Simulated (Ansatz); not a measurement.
Level of theory: DFT PBE, scalar-relativistic, plane waves, PAW in Ansatz 0.2.0. All cells share a 420 eV cutoff and Γ-centred k meshes spaced at most about 0.3 Å⁻¹ (about 0.25 or finer for metals, 2π included). No spin polarisation.

All energies are static (0 K, no zero-point motion).

Task: Which of these relaxed structures of Si₄W is the lowest in energy?
A.

Space group Immm (No. 71). a = 4.684 Å, b = 5.947 Å, c = 6.012 Å, α = 90.00°, β = 90.00°, γ = 90.00°
```csv
atom,site,symmetry,x,y,z
Si,8l,m..,0.0000,0.6966,0.3062
W,2a,mmm,0.0000,0.0000,0.0000
```

B.

Space group Im-3m (No. 229). a = 5.639 Å, b = 5.639 Å, c = 5.639 Å, α = 90.00°, β = 90.00°, γ = 90.00°
| atom | site | symmetry | x | y | z |
| --- | --- | --- | --- | --- | --- |
| Si | 8c | .-3m | 0.2500 | 0.2500 | 0.2500 |
| W | 2a | m-3m | 0.0000 | 0.0000 | 0.0000 |

C.

Space group I4/mmm (No. 139). a = 3.329 Å, b = 3.329 Å, c = 12.706 Å, α = 90.00°, β = 90.00°, γ = 90.00°
```csv
atom,site,symmetry,x,y,z
Si,4e,4mm,0.0000,0.0000,0.2106
Si,4e,4mm,0.0000,0.0000,0.4020
W,2a,4/mmm,0.0000,0.0000,0.0000
```

D.

Space group Ccce:1 (No. 68). a = 6.304 Å, b = 7.566 Å, c = 6.238 Å, α = 90.00°, β = 90.00°, γ = 90.00°
| atom | site | symmetry | x | y | z |
| --- | --- | --- | --- | --- | --- |
| Si | 16i | 1 | 0.6326 | 0.1287 | 0.1406 |
| W | 4a | 222 | 0.0000 | 0.0000 | 0.0000 |

Result: D. The next of these, C, lies 96 meV/atom higher. Counting Si atoms around W (those within 1.25 times the shortest such distance or 1.15 times the sum of covalent radii, 1.27 where that leaves under three; a plus sign parts nearer from farther groups): D has W 8+4; C has W 10; A has W 4+8; B has W 8. D holds Si–Si nets (shortest 2.36 Å); C holds Si–Si bonds in all directions (shortest 2.43 Å); A holds Si–Si bonds in all directions (shortest 2.33 Å) (bonds between like non-metal atoms; other contacts aren't counted). All come from invented guesses. Even the lowest of the cells shown lies +0.07 eV/atom against the elements.

These runs have no spin–orbit coupling, which can matter for W. Cells relaxed within their symmetry can be saddle points. Some structure types and database cells were kept out of the candidates from the start, so a known form may be missing.
